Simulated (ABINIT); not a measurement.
Wanted: the native input for an ABINIT 10.8.3 (patched build) run.

```yaml
Task: band structure
Functional: PBEsol
Potentials_or_basis: PseudoDojo NC SR PBEsol v0.4.1 standard
Cutoff: 1088 eV
k_mesh: 10 × 10 × 8
Occupations: fermi-dirac, width 0.05 eV
Spin: no spin polarisation
```

Crystal: Ga.

```
Ga
1.0
     1.45000   -4.06500    0.00000
     1.45000    4.06500    0.00000
     0.00000    0.00000    3.17000
Ga
2
Direct
  0.13300 0.86700 0.75000
  0.86700 0.13300 0.25000
```

This isn't the form of Ga at room conditions, which is orthorhombic.

One way to write it, as run:

run.abi

```
# Datasets: ground state, then fixed potential
ndtset 2

# Pseudopotentials
pp_dirpath "./"
pseudos "Ga.upf"

# Structure
acell 3*1.0
rprim
     2.7401028807    -7.6817366966     0.0000000000
     2.7401028807     7.6817366966     0.0000000000
     0.0000000000     0.0000000000     5.9904318151
ntypat 1
znucl 31
natom 2
typat 1 1
xred
     0.1330000000     0.8670000000     0.7500000000
     0.8670000000     0.1330000000     0.2500000000
chkprim 0
chksymtnons 0
tolsym 1.0e-6

# Plane-wave basis
ecut 40.0

# Exchange and correlation
ixc -116133

# Bands and occupations
occopt 3
tsmear 0.05 eV

# SCF cycle
nstep 100

# Output
iomode 3
prtwf 0
prteig 0
prtebands 0
enunit 1
prtden1 1

# Dataset 1
kptopt1 1
ngkpt1 10 10 8
nshiftk1 1
shiftk1 0.0 0.0 0.0
nband1 17
tolvrs1 1.0e-10

# Dataset 2: bands along G-X-S-R-A-Z-G-Y-X1-A1-T-Y
iscf2 -2
getden2 1
nband2 23
nbdbuf2 4
tolwfr2 1.0e-11
kptopt2 -11
ndivsm2 5
prteig2 1
prtvol2 -3
kptbounds2
     0.0000000000     0.0000000000     0.0000000000
     0.2818093587     0.2818093587     0.0000000000
     0.0000000000     0.5000000000     0.0000000000
     0.0000000000     0.5000000000     0.5000000000
     0.2818093587     0.2818093587     0.5000000000
     0.0000000000     0.0000000000     0.5000000000
     0.0000000000     0.0000000000     0.0000000000
    -0.5000000000     0.5000000000     0.0000000000
    -0.2818093587     0.7181906413     0.0000000000
    -0.2818093587     0.7181906413     0.5000000000
    -0.5000000000     0.5000000000     0.5000000000
    -0.5000000000     0.5000000000     0.0000000000
```

Potentials or basis: PseudoDojo NC SR PBEsol v0.4.1 standard.

The run is started by

```sh
$ abinit run.abi > log 2>&1
```

It gave:

| Item | Value |
| --- | --- |
| Pressure | -2.1 GPa |
| Largest force | 0.210 eV/Å |
| Band gap on the k mesh | none (metal or under the smearing width) |
| Valence electrons inside the program's atomic spheres | Ga 10.78 (radii [1.0584] Å) |

Wall time 5.9 min on 1 thread of Arm Neoverse V2 (shared host), peak memory 0.2 GiB.
